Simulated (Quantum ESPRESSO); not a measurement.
BP:

```xyz
2
Lattice="0.0000 2.2690 2.2690 2.2690 0.0000 2.2690 2.2690 2.2690 0.0000" Properties=species:S:1:pos:R:3 pbc="T T T"
P     3.4035    3.4035    3.4035
B     0.0000    0.0000    0.0000
```

Base run:

- Program: Quantum ESPRESSO 7.5
- Functional: PBE
- Potentials or basis: SG15 PBE 1.2
- Cutoff: 952 eV
- Density cutoff: 3810 eV
- k mesh: 8 × 8 × 8
- Occupations: fermi-dirac, width 0.05 eV
- Spin: no spin polarisation

Its results: band gap on the k mesh 1.30 eV, indirect (least direct gap 3.43 eV); pressure 0.4 GPa.

Question: The run is repeated on the same cell with these changes: potentials or basis from SG15 PBE 1.2 to PseudoDojo 0.4.1 SR PBE standard; cutoff from 952 eV to 1034 eV; density cutoff from 3810 eV to 4136 eV. What comes out?

Answer: Band gap on the k mesh 1.28 eV, indirect (least direct gap 3.41 eV); pressure 1.0 GPa.

Caveats: the Wannier minimisation didn't converge (some runs).

A k mesh can miss the band edges.
